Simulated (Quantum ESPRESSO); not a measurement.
The system is NaH.

```xyz
2
Lattice="2.9551 0.0000 0.0000 0.0000 2.9551 0.0000 0.0000 0.0000 2.9551" Properties=species:S:1:pos:R:3 pbc="T T T"
Na    0.0000    0.0000    0.0000
H     1.4776    1.4776    1.4776
```

The cell comes from a database or a generator and needn't be the stable form of this composition.

```yaml
Program: Quantum ESPRESSO 7.5
Task: single point
Functional: PBE
Potentials_or_basis: SSSP 1.3 efficiency PBE
Cutoff: 816 eV
Density_cutoff: 6531 eV
k_mesh: 9 × 9 × 9
Occupations: fermi-dirac, width 0.05 eV
Spin: no spin polarisation
```

On this cell: pressure 0.3 GPa; largest force zero by symmetry; band gap on the k mesh 1.49 eV, indirect (least direct gap 4.81 eV).

The same run follows on a disturbed copy (atoms moved at random, drawn with an rms of 0.05 Å):

```
Na H
1.0
     2.95512    0.00000    0.00000
     0.00000    2.95512    0.00000
     0.00000    0.00000    2.95512
Na H
1 1
Direct
  0.01033 0.01309 0.00530
  0.50539 0.50213 0.49095
```

Question: What changes?

Answer: The energy moves by +0.3 meV/atom; pressure 0.4 GPa; largest force 0.023 eV/Å; band gap on the k mesh 1.50 eV, indirect (least direct gap 4.81 eV).

Forces in eV/Å, atoms in the order of the input:
```
Na  -0.006 -0.014 -0.018
H    0.006  0.014  0.018
```

Caveats: an odd mesh through Γ misses points on the zone boundary, where band edges often lie.
